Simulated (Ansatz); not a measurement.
With PBEsol in the plane-wave PAW code Ansatz, ZrO$_{2}$ in the monoclinic phase (P2_1/c; Zr on 4e, O on 4e, O on 4e) relaxes to a = 5.128 Å, b = 5.212 Å, c = 5.296 Å, β = 99.6°. Its formation energy from the elements is -335 kJ/mol of atoms, with no fitted shifts.

The Kohn–Sham gap is 3.60 eV (indirect). HSE06 on the same cell gives 5.22 eV. Gap from PBEsol with spin–orbit coupling: 3.60 eV. Electrons at the band edge weigh 0.98, 0.98, 12 mₑ (principal values). The hole mass is 1.9, 2.1, 17 mₑ (principal values).

The PBEsol relaxation kept the symmetry of its start. No spin polarisation was allowed. The references are the lowest solids computed at this level, not always the standard phases (solids in place of the gases). Scalar-relativistic: spin–orbit coupling is off unless named, which matters more the heavier the elements.

Potentials: the earlier of the program's two PAW sets. The files were generated under PBE; for other functionals the program regenerates the frozen cores, and for LDA and PBEsol the local potential too.
